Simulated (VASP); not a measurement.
**TiC: work function with PBEsol**

TiC, a slab with vacuum:

```xyz
4
Lattice="3.0537 0.0000 0.0000 0.0000 3.0537 0.0000 0.0000 0.0000 18.1593" Properties=species:S:1:pos:R:3 pbc="T T T"
Ti    1.5269    1.5269    8.0742
Ti    0.0000    3.0537   10.0851
C     0.0000    0.0000    8.0125
C     1.5269    1.5269   10.1468
```

- Program: VASP 6.6.1
- Task: work function
- Functional: PBEsol
- Potentials or basis: VASP PAW PBE potentials, release 64 (Ti_sv, C)
- Cutoff: 520 eV
- k mesh: 10 × 10 × 1
- Occupations: methfessel-paxton, width 0.1 eV
- Spin: no spin polarisation
- Dipole correction: yes
- Further INCAR settings: ALGO = Normal; EDIFF = 1e-06

| Item | Value |
| --- | --- |
| Largest force | 0.013 eV/Å |
| Band gap on the k mesh | none (metal or under the smearing width) |
| Work function of the upper face | 3.93 eV |
| Work function of the lower face | 3.93 eV |

Forces on the atoms (eV/Å):
```
Ti   0.000  0.000  0.013
Ti   0.000  0.000 -0.013
C    0.000  0.000 -0.003
C    0.000  0.000  0.003
```

Levels at points of the mesh, in eV from the Fermi level:
```
           k point  band 14  band 15  band 16  band 17  band 18  band 19
(0.00, 0.00, 0.00)    -0.07    -0.07     0.22     0.83     0.83     0.89
(0.50, 0.00, 0.00)    -2.54    -2.36    -2.36     2.13     2.13     2.41
(0.50, 0.50, 0.00)    -1.43    -0.70    -0.70    -0.09    -0.09     3.27
```

Wall time 21 s on 8 MPI ranks on Intel(R) Xeon(R) Platinum 8488C (Sapphire Rapids), with other jobs on the host, peak memory 0.34 GiB a rank.

Caveat: the PAW data sets were made with another functional, which shifts forces and pressure a little.
